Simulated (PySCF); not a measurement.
## Telling isomers of C$_{6}$H$_{8}$ apart by NMR

- NMR shieldings at PBE0/pcSseg-1/GIAO
- geometry: GFN2-xTB
- J: B3LYP/pcJ-1 (spin–dipole term left out of most H,H and C,H couplings)
- code: PySCF 2.14.0 with density-fitted response routines
- averaged over atoms made equivalent by symmetry, fast rotation or ring inversion, non-relativistic Hamiltonian, gas phase, one conformer

Referencing at the same level of theory: TMS for $^{1}$H, $^{13}$C. Multiplet labels drop J under 1 Hz and among equivalent protons, and merge close values. Unscaled 3J(H,H) run several per cent high. Where no couplings were computed, multiplicities follow the n + 1 count of equivalent neighbours, and m marks all less simple cases (inequivalent or close neighbours, rings, F or P nearby). Shifts are as computed. Against solution values, carbons near 30 ppm lie about +3 ppm off and those near 130 ppm about +5 ppm. Of 1211 compounds with measured shifts, 218 miss one by over three times the rms of a fit or turn the order of signals round; such compounds aren't used in these exercises.

(1) Tabulate the signals of `C#C[C@@H]1C[C@@H]1C`, `C1=CCCC=C1` and their relative energies.

(2) What is the quickest way to tell C#C[C@@H]1C[C@@H]1C from C1=CCCC=C1?

## Answers

(1) 
```json
{"SMILES": "C#C[C@@H]1C[C@@H]1C", "carbon types": "1×C 3×CH 1×CH2 1×CH3", "δC": "90.1, 72.0, 17.6, 17.5, 16.2, 8.2", "δH": "1.45 (m, 1H), 1.31 (m, 3H), 1.15 (d, 1H), 0.95 (m, 1H), 0.83 (m, 1H), 0.17 (m, 1H)", "E rel. (kcal/mol)": "40.4"}
{"SMILES": "C1=CCCC=C1", "carbon types": "4×CH 2×CH2", "δC": "133.7, 132.0, 25.7", "δH": "6.21 (m, 2H), 6.05 (m, 2H), 2.25 (m, 4H)", "E rel. (kcal/mol)": "0.0"}
```

Energies are electronic energies at PBE0/pcSseg-1 on these geometries, without zero-point or thermal terms, each for the one conformer computed, which needn't be the lowest.

(2) Count the carbon signals: 6 against 3. The first has an alkyne carbon (C) at 90.1 ppm, the second an alkene CH at 133.7 ppm. In the proton spectra the most deshielded non-exchanging signals are 1.45 (m, 1H) and 6.21 (m, 2H).
